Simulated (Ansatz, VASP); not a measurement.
## Ru: VASP beside Ansatz

Contents of INCAR:

```
SYSTEM = Ru
ALGO = Normal
EDIFF = 1E-8
ENCUT = 520
GGA = PE
ISIF = 2
ISMEAR = -1
LASPH = .True.
LCHARG = .False.
LEFG = .True.
LREAL = .False.
LWAVE = .False.
NBANDS = 21
NELM = 80
PREC = Accurate
SIGMA = 0.03
```

File KPOINTS:

```
k-points
0
Gamma
  14 14 8
  0 0 0
```

The input POSCAR:

```
Ru
1.0
    2.6876390600      0.0000000000      0.0000000000
   -1.3438195300      2.3275637022      0.0000000000
    0.0000000000      0.0000000000      4.2531615502
Ru
2
Direct
    0.3333333333      0.6666666667      0.2500000000
    0.6666666667      0.3333333333      0.7500000000
```

Input for Ansatz:

```yaml
crystal:
  lattice:
    - [2.68763906, 0.0, 0.0]
    - [-1.34381953, 2.3275637022, 0.0]
    - [0.0, 0.0, 4.2531615502]
  atoms:
    - { symbol: Ru, position: [0.3333333333, 0.6666666667, 0.25] }
    - { symbol: Ru, position: [0.6666666667, 0.3333333333, 0.75] }
kpoints:
  mp_grid: { grid: [14, 14, 8] }
scf:
  occupations: { method: fermi_dirac, width: 0.03 }
hamiltonian:
  xc: pbe
  pseudopotentials: { kind: paw }
output:
  forces: true
  stress: true
  eigenvalues: true
  efg: { contact_densities: true }
  write_density: true
  write_potential: true
  elf: true
  volumetric_format: npy
```

Change from the starting cell: volume scaled by 0.98, PAW files.

Alike in both runs: task electric field gradients; functional PBE; k mesh 14 × 14 × 8; occupations fermi-dirac, width 0.03 eV; no spin polarisation.

```csv
,VASP,Ansatz
version,VASP 6.6.1,Ansatz 0.2.0
potentials or method,"VASP PAW PBE potentials, release 64 (Ru_pv)","PAW with Ansatz's default frozen-core files, scalar-relativistic"
plane-wave cutoff (eV),520,420
valence electrons in the cell,28,32
```

VASP gave:

* pressure (GPa): 11.6
* largest component of the traceless stress (GPa): 0.86
* Vzz of the field gradient on the site that differs most (V/Å²): -13.5

Question: Which values does Ansatz return?

Answer: Pressure (GPa): 11.6; largest component of the traceless stress (GPa): 0.88; Vzz of the field gradient on the site that differs most (V/Å²): -9.5.

The two sets of potentials don't hold the same shells in valence. Ansatz warned: «gradients_without_spin_orbit».
